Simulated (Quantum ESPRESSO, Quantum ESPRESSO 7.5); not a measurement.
# TaSb₂ lattice constants: PBEsol meets a 1 % target, with the higher-cutoff check unfinished

## Background

The reference axes come from powder X-ray diffraction on material grown by iodine vapour transport: a = 10.225 Å, b = 3.646 Å and c = 8.295 Å, each ± 0.001 Å, in the C-centred monoclinic cell ("Topological phase transition induced extreme magnetoresistance in TaSb₂", 2016, arXiv:1603.01717). For the angle and the volume I use single-crystal X-ray diffraction on a crystal grown by iodine chemical vapour transport: β = 120.4° and 267.41 ± 0.09 Å³ ("Experimental nuclear quadrupole resonance and computational study of the structurally refined topological semimetal TaSb₂", 2023, arXiv:2312.11007). That study also finds all three axes slightly longer, by 0.008 Å in a. The two samples thus differ by more than their stated uncertainties, but by far less than the error I expect of a density functional. The temperature is not given with the values; I take them as room-temperature cells.

| compared with | measured | source's wording or label | method |
| --- | --- | --- | --- |
| a (Å) | 10.225 ± 0.001 | 10.225 ± 0.001 A | powder XRD * |
| b (Å) | 3.646 ± 0.001 | 3.646 ± 0.001 A | powder XRD * |
| c (Å) | 8.295 ± 0.001 | 8.295 ± 0.001 A | powder XRD * |
| β (°) | 120.4 | 120.4 ± 0.01 deg | single-crystal X-ray diffraction |
| conventional cell volume (Å³) | 267.41 ± 0.09 | 267.41 ± 0.09 A^3 | single-crystal X-ray diffraction |
| a (Å) | 10.233 ± 0.002 | 10.233 ± 0.002 A | single-crystal X-ray diffraction |
| b (Å) | 3.6487 ± 0.0005 | 3.6487 ± 0.0005 A | single-crystal X-ray diffraction |
| c (Å) | 8.3036 ± 0.0019 | 8.3036 ± 0.0019 A | single-crystal X-ray diffraction |

Where a quantity has several values, deviations refer to the one marked *.

Conditions are those given with the value in the passage it was taken from; "not stated" means there, and the paper may say more elsewhere. The values are a selection: others may have been left out beforehand as unlike or outlying.

## Strategy

I want the three axes within 1 % and the conventional cell volume within 2 %. That is about what a well-chosen semilocal functional should deliver for a compact compound of heavy elements, and it is tight enough to expose a poor choice. The calculation gives a static cell; thermal and zero-point expansion should make the measured axes longer by roughly 0.2 to 0.3 %, which fits inside the target.

The model is the ordered, nonmagnetic crystal with six atoms in the primitive cell, cell and positions relaxed together within C2/m. Spin-orbit coupling is left out: it matters for the bands of this semimetal but little for its lattice. I start with PBEsol, which was made for equilibrium lattices of solids. LDA usually binds too tightly and would make the cell too small, so it serves only as a neighbour for scale. A low cutoff would save time but leave a basis error in the stress, just where a cell relaxation is sensitive. After the main relaxation I shall test cutoff and k mesh, then set the LDA cell beside it.

System: TaSb2, monoclinic; C2/m (No. 12), 6 atoms in the primitive cell; structure from the Materials Project.

On the selection of runs and values: Further runs on this system are not shown.

## 1. PBEsol relaxation of the full cell

I go directly to PBEsol at 45 Ry with an 8×8×4 mesh. I expect axes within 1 % of experiment, more likely short than long. In a monoclinic cell the volume alone can hide opposite errors, so I shall read each axis separately.

**Run 1.** Quantum ESPRESSO 7.5: PBEsol, GBRV ultrasoft potentials, cell and atoms relaxed from the database structure, cutoff 45 Ry (density 360 Ry), 8x8x4 k mesh, Marzari-Vanderbilt smearing 0.14 eV.

Key lines of the input:
```
! potential files: GBRV ultrasoft potentials, made for PBEsol
&control
  calculation = 'vc-relax'
  forc_conv_thr = 2.0d-4
  etot_conv_thr = 1.0d-5
  nstep = 60
/
&system
  nat = 6
  ntyp = 2
  ecutwfc = 45
  ecutrho = 360
  nbnd = 57
  occupations = 'smearing'
  smearing = 'mv'
  degauss = 0.01029
/
&electrons
  conv_thr = 1.0d-8
  electron_maxstep = 100
  mixing_beta = 0.4
/
&ions
/
&cell
  press_conv_thr = 0.5
/
ATOMIC_SPECIES
  Ta 180.948 Ta.upf
  Sb 121.760 Sb.upf
[... cell and positions ...]
K_POINTS automatic
  8 8 4 0 0 0
```

Command:
```
OMP_NUM_THREADS=1 mpirun -n 8 pw.x -nk 8 -in relax.in > relax.out
```

Selected lines of the output:
```
     bfgs converged in   9 scf cycles and   8 bfgs steps
          total   stress  (Ry/bohr**3)                   (kbar)     P=       -0.54
```

Converged; 12 min on 8 cores of Arm Neoverse V1, shared host.

| quantity | run 1 | measured | deviation |
| --- | --- | --- | --- |
| a (Å) | 10.217 | 10.225 ± 0.001 | −0.008 (−0.1 %) |
| b (Å) | 3.6328 | 3.646 ± 0.001 | −0.0132 (−0.4 %) |
| c (Å) | 8.2735 | 8.295 ± 0.001 | −0.0215 (−0.3 %) |
| β (°) | 120.45 | 120.4 | +0.05 (+0.0 %) |
| conventional cell volume (Å³) | 264.72 | 267.41 ± 0.09 | −2.69 (−1.0 %) |
| final pressure (GPa) | −0.054 |  |  |

All three axes lie inside 1 % and the volume inside 2 %. The cell is short in every direction, but not evenly: a misses by only 0.008 Å, while b and c fall 0.4 and 0.3 % short. The angle is within 0.05° of the single-crystal value, so the volume is not being rescued by a wrong shape.

The relaxation converged, and the pressure on the fresh basis is −0.054 GPa. That small residue does not settle whether the cutoff is high enough; a separate relaxation has to show it.

## 2. Cutoff and k mesh under PBEsol

I repeat the relaxation at 61 Ry with the mesh unchanged, and at 45 Ry with a 4×4×2 mesh. The higher cutoff is the more important test, since it tightens the level on which I mean to judge. The coarser mesh only shows how sensitive the cell is to sampling. I expect the cutoff to move the axes by much less than their distance from the 1 % limits, and the mesh to matter somewhat more, because a semimetal's Fermi surface is poorly sampled by few points.

**Run 2.** Quantum ESPRESSO 7.5: PBEsol, GBRV ultrasoft potentials, cell and atoms relaxed from the database structure, cutoff 61 Ry (density 488 Ry), 8x8x4 k mesh, Marzari-Vanderbilt smearing 0.14 eV; stopped from outside after 1013 s, the time that was left for it.

Key lines of the input, as changed from run 1:
```diff
  &system
-   ecutwfc = 45
-   ecutrho = 360
+   ecutwfc = 61
+   ecutrho = 488
```

Command:
```
OMP_NUM_THREADS=1 mpirun -n 4 pw.x -nk 4 -in relax.in > relax.out
```

Selected lines of the output:
```
     kinetic-energy cutoff     =      61.0000  Ry
     number of k points=    78  Marzari-Vanderbilt smearing, width (Ry)=  0.0103
          total   stress  (Ry/bohr**3)                   (kbar)     P=      -29.51
     new unit-cell volume =    909.16326 a.u.^3 (   134.72409 Ang^3 )
          total   stress  (Ry/bohr**3)                   (kbar)     P=      -12.70
     new unit-cell volume =    897.68233 a.u.^3 (   133.02280 Ang^3 )
     estimated scf accuracy    <       0.00051621 Ry
     estimated scf accuracy    <       0.00001484 Ry
     estimated scf accuracy    <       0.00000104 Ry
```

Cut off at its time limit; 17 min on 4 cores of Arm Neoverse N1, shared host.

**Run 3.** Quantum ESPRESSO 7.5: PBEsol, GBRV ultrasoft potentials, cell and atoms relaxed from the database structure, cutoff 45 Ry (density 360 Ry), 4x4x2 k mesh, Marzari-Vanderbilt smearing 0.14 eV.

Key lines of the input, as changed from run 1:
```diff
  K_POINTS automatic
-   8 8 4 0 0 0
+   4 4 2 0 0 0
```

Command:
```
OMP_NUM_THREADS=1 mpirun -n 8 pw.x -nk 4 -in relax.in > relax.out
```

Selected lines of the output:
```
     bfgs converged in  10 scf cycles and   9 bfgs steps
```

Converged; 3.3 min on 8 cores of Arm Neoverse V1, shared host.

| quantity | run 2 | run 3 | measured |
| --- | --- | --- | --- |
| a (Å) | – | 10.198 | 10.225 ± 0.001 |
| b (Å) | – | 3.6380 | 3.646 ± 0.001 |
| c (Å) | – | 8.2829 | 8.295 ± 0.001 |
| β (°) | – | 120.42 | 120.4 |
| conventional cell volume (Å³) | – | 264.99 | 267.41 ± 0.09 |
| final pressure (GPa) | – | −0.047 |  |

The 61 Ry relaxation was cut off before it converged, so I compare no cell from it. At its last completed stress the pressure was still −12.70 kbar and the cell was contracting. The volume it had reached by then is an intermediate step, and cannot serve as a check of the 45 Ry cutoff.

The coarser mesh did converge. It shortens a by about 0.02 Å and lengthens b and c by 0.005 and 0.009 Å, while the volume changes by only 0.27 Å³. The volume therefore hides most of the sampling error. The shift in a is larger than the 0.008 Å that separates the denser-mesh result from experiment, so I read no special accuracy into that close agreement. Even on the coarse mesh all the axes stay well inside 1 %.

## 3. A lower cutoff, and LDA for scale

With the tighter run lost, I approach the basis from below: PBEsol at 29 Ry on the 8×8×4 mesh. This is a weaker test, because it shows how strongly the cell responds to the cutoff but cannot prove 45 Ry converged. Beside it I relax the cell with LDA at 45 Ry on the same mesh. I expect LDA to shorten the axes further, by something like half a per cent, which would bring b and c close to their limits.

**Run 4.** Quantum ESPRESSO 7.5: PBEsol, GBRV ultrasoft potentials, cell and atoms relaxed from the database structure, cutoff 29 Ry (density 232 Ry), 8x8x4 k mesh, Marzari-Vanderbilt smearing 0.14 eV.

Key lines of the input, as changed from run 1:
```diff
  &system
-   ecutwfc = 45
-   ecutrho = 360
+   ecutwfc = 29
+   ecutrho = 232
```

Selected lines of the output:
```
          total   stress  (Ry/bohr**3)                   (kbar)     P=       -0.08
     bfgs converged in  12 scf cycles and  11 bfgs steps
          total   stress  (Ry/bohr**3)                   (kbar)     P=     -181.35
```

Converged; 7.4 min of wall time.

**Run 5.** Quantum ESPRESSO 7.5: LDA, GBRV ultrasoft potentials, cell and atoms relaxed from the database structure, cutoff 45 Ry (density 360 Ry), 8x8x4 k mesh, Marzari-Vanderbilt smearing 0.14 eV.

Key lines of the input, as changed from run 1:
```diff
- ! potential files: GBRV ultrasoft potentials, made for PBEsol
+ ! potential files: GBRV ultrasoft potentials, made for LDA
```

Selected lines of the output:
```
     bfgs converged in  10 scf cycles and   9 bfgs steps
```

Converged; 12 min of wall time.

| quantity | run 4 | run 5 | measured |
| --- | --- | --- | --- |
| a (Å) | 9.951 | 10.147 | 10.225 ± 0.001 |
| b (Å) | 3.5236 | 3.6113 | 3.646 ± 0.001 |
| c (Å) | 8.0423 | 8.2189 | 8.295 ± 0.001 |
| β (°) | 120.52 | 120.44 | 120.4 |
| conventional cell volume (Å³) | 242.92 | 259.65 | 267.41 ± 0.09 |
| final pressure (GPa) | −18.135 | −0.085 |  |

At 29 Ry the cell collapses: its volume is 21.80 Å³ below that of the 45 Ry run, and all three axes miss the 1 % target. The relaxation reports convergence at nearly zero pressure, yet the fresh basis gives −181.35 kbar. The relaxation kept the plane waves chosen for its larger starting cell, and these no longer match a 29 Ry basis for the contracted one. That the pressure changes so much between the two sets shows how poorly the stress is converged at this cutoff, so the result says nothing about PBEsol itself. It rules out 29 Ry but does not bound the error left at 45 Ry.

LDA shortens the axes by a further 0.6 to 0.7 % relative to PBEsol, slightly more than I had guessed. Its volume is 2.9 % below the measured one and misses the target. The a axis passes. Against the powder reference b and c pass narrowly, but against the slightly longer single-crystal axes both would fail, so I leave those two undecided. The angle hardly changes between the functionals: LDA contracts the cell almost evenly and keeps its shape.

## Results at a glance

| run | settings | a (Å) | b (Å) | c (Å) | β (°) | conventional cell volume (Å³) | cost | status |
| --- | --- | --- | --- | --- | --- | --- | --- | --- |
| 1 | PBEsol, cutoff 45 Ry (density 360 Ry), 8x8x4 k mesh | 10.217 | 3.6328 | 8.2735 | 120.45 | 264.72 | 1.5 core-h |  |
| 2 | PBEsol, cutoff 61 Ry (density 488 Ry), 8x8x4 k mesh, stopped from outside after 1013 s, the time that was left for it | – | – | – | – | – | 68 core-min | cut off at its time limit |
| 3 | PBEsol, cutoff 45 Ry (density 360 Ry), 4x4x2 k mesh | 10.198 | 3.6380 | 8.2829 | 120.42 | 264.99 | 27 core-min |  |
| 4 | PBEsol, cutoff 29 Ry (density 232 Ry), 8x8x4 k mesh | 9.951 | 3.5236 | 8.0423 | 120.52 | 242.92 | 59 core-min |  |
| 5 | LDA, cutoff 45 Ry (density 360 Ry), 8x8x4 k mesh | 10.147 | 3.6113 | 8.2189 | 120.44 | 259.65 | 1.6 core-h |  |
|  | measured | 10.225 ± 0.001 | 3.646 ± 0.001 | 8.295 ± 0.001 | 120.4 | 267.41 ± 0.09 |  |  |

Further runs on the same system, made beside this series (convergence steps with loose settings among them):

| further | settings | a (Å) | b (Å) | c (Å) | β (°) | conventional cell volume (Å³) | cost |
| --- | --- | --- | --- | --- | --- | --- | --- |
| F1 | PBEsol+D3(BJ), cutoff 45 Ry (density 360 Ry), 8x8x4 k mesh | 10.128 | 3.5789 | 8.1858 | 120.39 | 255.94 | 3.2 core-h |
|  | measured | 10.225 ± 0.001 | 3.646 ± 0.001 | 8.295 ± 0.001 | 120.4 | 267.41 ± 0.09 |  |

## How well does the simulation do?

The PBEsol relaxation at 45 Ry with the 8×8×4 mesh meets the target. Its axes are 0.1 to 0.4 % shorter than the powder values and its volume is 1.0 % below the single-crystal one, for 1.5 core-hours. The small difference between the two diffraction samples does not affect this call.

The sign of the miss is right for a static cell. The 0.2 to 0.3 % I allowed for thermal and zero-point expansion is a rough estimate, taken as equal along all axes; it would cover most of the shortfall in b and c and leave a slightly too long. An incomplete basis also contracts the cell, as the 29 Ry run shows, so part of the shortfall may come from the cutoff instead. I would not interpret the remainder: changing the k mesh alone moves a by about 0.02 Å. The coarser 4×4×2 mesh also meets every target, for 27 core-minutes, so sampling is unlikely to endanger the result at this tolerance, though a mesh denser than 8×8×4 is not shown in this report.

The basis is less well secured. The 61 Ry relaxation ran out of time before it converged, so the error left at 45 Ry is not shown in this report. Nor is the effect of spin-orbit coupling on the cell, which I take to be small. The 29 Ry run was of little use beyond ruling out that cutoff: it settled into a badly contracted cell, with a large residual pressure on the fresh basis.

LDA shows what the choice of functional is worth. It misses the volume target at 2.9 % too small, while its b and c lie too close to the limit to call. Adding D3(BJ) to PBEsol contracts the cell further, to a volume 4.3 % too small, and b and c fail clearly. For this compound the added attraction spoils a lattice that plain PBEsol already describes well. What I would still want is the 61 Ry relaxation carried to its end.

[Logs are printed without paths, hosts, clocks, repeated set-up lines and the standing remarks that a program may print on its own settings, such as how far it seeks lower states.]

[The runs shown are a pick from a larger set of finished runs; failed, doubtful and other runs were left out of it ahead of writing. So were measured values far from every level or from commonly accepted values, and agreement can look better than it is. Lines of input and output are excerpts and may be shortened.]
